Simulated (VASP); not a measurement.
## Te2Mo: single point with LDA

The system is Te2Mo, a sheet with vacuum.

```
Te Mo
1.0
     3.52000    0.00000    0.00000
    -1.76000    3.04841    0.00000
     0.00000    0.00000   21.62000
Te Mo
2 1
Cartesian
  1.7600 1.0161 8.9982
  1.7600 1.0161 12.6218
  0.0000 2.0323 10.8100
```

The cell was built by a generator and needn't be a form met in nature.

| Property | Result |
| --- | --- |
| Program | VASP 6.6.1 |
| Task | single point |
| Functional | LDA |
| Potentials or basis | VASP PAW LDA potentials, release 64 (Te, Mo_sv) |
| Cutoff | 520 eV |
| k mesh | 6 × 6 × 1 |
| Occupations | fermi-dirac, width 0.05 eV |
| Spin | non-collinear spin, zero start, spin-orbit coupling |
| Starting moments | [[0.0, 0.0, 0.0], [0.0, 0.0, 0.0], [0.0, 0.0, 0.0]] μB |
| Further INCAR settings | ALGO = Normal; EDIFF = 1e-06; NBANDS = 39 |

```
Largest force                                         : 0.443 eV/Å
Net moment                                            : 0.00 μB per cell
Valence electrons inside the program's atomic spheres : Te 3.44; Mo 12.39
```

Forces in eV/Å, atoms in the order of the input:
```
Te   0.000  0.000  0.443
Te   0.000  0.000 -0.443
Mo   0.000  0.000  0.000
```

Moments on the atoms (μB; x, y, z):
```
Te  0.00 0.00 0.00
Te  0.00 0.00 0.00
Mo  0.00 0.00 0.00
```

Run time: 2.5 min on 1 thread of Intel(R) Xeon(R) 6975P-C (Granite Rapids), on a shared host, peak memory 0.68 GiB.
